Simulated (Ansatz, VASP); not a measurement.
## CdSe: VASP beside Ansatz

```
Cd Se
1.0
     0.00000    3.14580    3.14580
     3.14580    0.00000    3.14580
     3.14580    3.14580    0.00000
Cd Se
1 1
Direct
  0.00000 0.00000 0.00000
  0.75000 0.75000 0.75000
```

Alike in both runs: task single point; functional PBEsol; k mesh 10 × 10 × 10; occupations gaussian, width 0.05 eV; no spin polarisation.

|  | VASP | Ansatz |
| --- | --- | --- |
| version | VASP 6.6.1 | Ansatz 0.2.0 |
| potentials or method | VASP PAW PBE potentials, release 64 (Cd, Se) | scalar-relativistic, plane waves, PAW |
| plane-wave cutoff (eV) | 520 | 420 |
| valence electrons in the cell | 18 | 36 |

```tsv
	VASP	Ansatz	Ansatz less VASP
gap on the k mesh at the Fermi level (eV)	0.28	0.28	+0.001
least direct gap on the mesh (eV)	0.28	0.28	+0.001
pressure (GPa)	-4.0	-4.2	-0.21
```

The functional is the same, so the differences come from potentials, cutoffs and numerics. The two sets of potentials don't hold the same shells in valence.

Caveats: the PAW data sets were made with another functional, which shifts forces and pressure a little (VASP).
